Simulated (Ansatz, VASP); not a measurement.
Ti in VASP and in Ansatz

File INCAR:

```
SYSTEM = Ti
PREC = Accurate ; ENCUT = 520
EDIFF = 1E-6 ; ISMEAR = 0
SIGMA = 0.15 ; LREAL = .FALSE.
LASPH = .TRUE. ; NELM = 100
ALGO = Normal ; ISIF = 2
LWAVE = .FALSE. ; LCHARG = .TRUE.
GGA = PE ; LELF = .TRUE.
LVHAR = .TRUE. ; NBANDS = 12
```

The input KPOINTS:

```
Automatic mesh
0
G
  20 20 20
  0 0 0
```

Contents of POSCAR:

```
Ti
1.0
    0.0000000000      1.9263022535      2.2479947298
    1.9263022535      0.0000000000      2.2479947298
    1.9263022535      1.9263022535      0.0000000000
Ti
1
Direct
    0.0000000000      0.0000000000      0.0000000000
```

Input for Ansatz:

```yaml
crystal:
  lattice:
    - [0.0, 1.9263022535, 2.2479947298]
    - [1.9263022535, 0.0, 2.2479947298]
    - [1.9263022535, 1.9263022535, 0.0]
  atoms:
    - { symbol: Ti, position: [0.0, 0.0, 0.0] }
basis:
  ecutwfc: 520.0
kpoints:
  mp_grid: { grid: [20, 20, 20] }
hamiltonian:
  xc: pbe
  pseudopotentials: { kind: paw, azcp: { folder: soft_1 } }
scf:
  occupations: { method: gaussian, width: 0.15 }
output:
  forces: true
  stress: true
  eigenvalues: true
```

Alike in both runs: task single point; functional PBE; k mesh 20 × 20 × 20; occupations gaussian, width 0.15 eV; no spin polarisation.

|  | VASP | Ansatz |
| --- | --- | --- |
| version | VASP 6.6.1 | Ansatz 0.2.0 |
| potentials or method | VASP PAW PBE potentials, release 64 (Ti_sv) | scalar-relativistic, plane waves, PAW |
| plane-wave cutoff (eV) | 520 | 520 |
| valence electrons in the cell | 12 | 12 |

|  | VASP | Ansatz | Ansatz less VASP |
| --- | --- | --- | --- |
| gap on the k mesh at the Fermi level (eV) | none | none | - |
| pressure (GPa) | 4.0 | 4.3 | +0.27 |
| largest component of the traceless stress (GPa) | 3.23 | 3.18 | -0.050 |

A gap of «none» marks a metal or a gap that the smearing closes.
